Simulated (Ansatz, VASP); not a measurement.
# Two plane-wave programs on W

```
CELL_PARAMETERS angstrom
0.00000 2.01850 2.01850
2.01850 0.00000 2.01850
2.01850 2.01850 0.00000
ATOMIC_POSITIONS crystal
W 0.00000 0.00000 0.00000
```

Alike in both runs: functional PBE; k mesh 18 × 18 × 18; occupations gaussian, width 0.1 eV; no spin polarisation.

Ansatz relaxed the structure, and its values are those at the end. VASP's run is a single point on that final structure, the one shown.

|  | VASP | Ansatz |
| --- | --- | --- |
| version | VASP 6.6.1 | Ansatz 0.2.0 |
| potentials or method | VASP PAW PBE potentials, release 64 (W_sv) | scalar-relativistic, plane waves, PAW |
| plane-wave cutoff (eV) | 520 | 420 |
| valence electrons in the cell | 14 | 14 |

```tsv
	VASP	Ansatz	Ansatz less VASP
gap on the k mesh at the Fermi level (eV)	none	none	-
pressure (GPa)	0.5	0.0	-0.50
```

A gap of «none» marks a metal or a gap that the smearing closes.

The runs have no spin-orbit coupling, so splittings on W are missing.
